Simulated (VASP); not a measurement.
ZnSe (strained zincblende): one PBE single-point calculation in two programs

```
Zn Se
1.0
     0.00000    2.83242    2.71912
     2.83242    0.00000    2.71912
     2.83242    2.83242    0.00000
Zn Se
1 1
Direct
  0.00000 0.00000 0.00000
  0.25000 0.25000 0.25000
```

Each program uses its own PAW datasets. VASP's cell holds 18 valence electrons and Ansatz's 28. Ansatz's stress includes a Pulay correction; VASP's doesn't.

Cutoffs: 520 eV in VASP, 420 eV in Ansatz. k meshes: 8×8×8 and 8×8×8.

```
                              VASP   Ansatz
gap between bands v and c  1.36 eV  1.36 eV
         least direct gap  1.36 eV  1.36 eV
                 pressure  5.4 GPa  5.1 GPa
```

Band v is the last that the valence electrons fill when counted band by band, and c is the next. Levels in eV from the top of v, Ansatz:

```csv
point,v−1,v,c,c+1
Γ,-0.14,0.00,1.36,5.71
X,-2.58,-2.58,2.67,3.11
K,-3.39,-1.93,3.56,5.72
L,-1.14,-0.90,2.50,6.12
W,-3.03,-2.94,5.28,5.52
```

VASP:

| point | v−1 | v | c | c+1 |
| --- | --- | --- | --- | --- |
| Γ | -0.14 | 0.00 | 1.36 | 5.69 |
| X | -2.58 | -2.58 | 2.67 | 3.10 |
| K | -3.39 | -1.94 | 3.55 | 5.72 |
| L | -1.14 | -0.90 | 2.50 | 6.11 |
| W | -3.04 | -2.94 | 5.28 | 5.52 |
